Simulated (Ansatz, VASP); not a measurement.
One calculation of Ta, two programs

INCAR

```
ALGO = Fast
EDIFF = 1E-6
ENCUT = 520
GGA = PS
ISIF = 2
ISMEAR = 0
LASPH = T
LCHARG = F
LREAL = F
LWAVE = F
NBANDS = 12
NELM = 60
PREC = Accurate
SIGMA = 0.1
```

KPOINTS

```
k-points
0
Gamma
  18 18 18
```

The input POSCAR:

```
Ta
1.0
   -1.5894971807      1.5894971807      1.5894971807
    1.5894971807     -1.5894971807      1.5894971807
    1.5894971807      1.5894971807     -1.5894971807
Ta
1
Direct
    0.0000000000      0.0000000000      0.0000000000
```

Input for Ansatz:

```yaml
crystal:
  lattice:
    - [-1.5894971807, 1.5894971807, 1.5894971807]
    - [1.5894971807, -1.5894971807, 1.5894971807]
    - [1.5894971807, 1.5894971807, -1.5894971807]
  atoms:
    - { symbol: Ta, position: [0.0, 0.0, 0.0] }
basis:
  ecutwfc: 420
kpoints:
  mp_grid: { grid: [18, 18, 18] }
hamiltonian:
  xc: pbesol
scf:
  occupations: { method: gaussian, width: 0.1 }
output:
  forces: true
  stress: true
  eigenvalues: true
```

Alike in both runs: task single point; functional PBEsol; k mesh 18 × 18 × 18; occupations gaussian, width 0.1 eV; no spin polarisation.

|  | VASP | Ansatz |
| --- | --- | --- |
| version | VASP 6.6.1 | Ansatz 0.2.0 |
| potentials or method | VASP PAW PBE potentials, release 64 (Ta_pv) | scalar-relativistic, plane waves, PAW |
| plane-wave cutoff (eV) | 520 | 420 |
| valence electrons in the cell | 11 | 13 |

|  | VASP | Ansatz | Ansatz less VASP |
| --- | --- | --- | --- |
| gap on the k mesh at the Fermi level (eV) | none | none | - |
| pressure (GPa) | 24.2 | 23.7 | -0.46 |

A gap of «none» marks a metal or a gap that the smearing closes. The two sets of potentials don't hold the same shells in valence.

Caveats: so large a pressure means that the cell lies far from this level's equilibrium, or that cutoff or potentials fall short (VASP); the potentials were made for another functional, which shifts forces and pressure (VASP). The runs have no spin-orbit coupling, so splittings on Ta are missing.
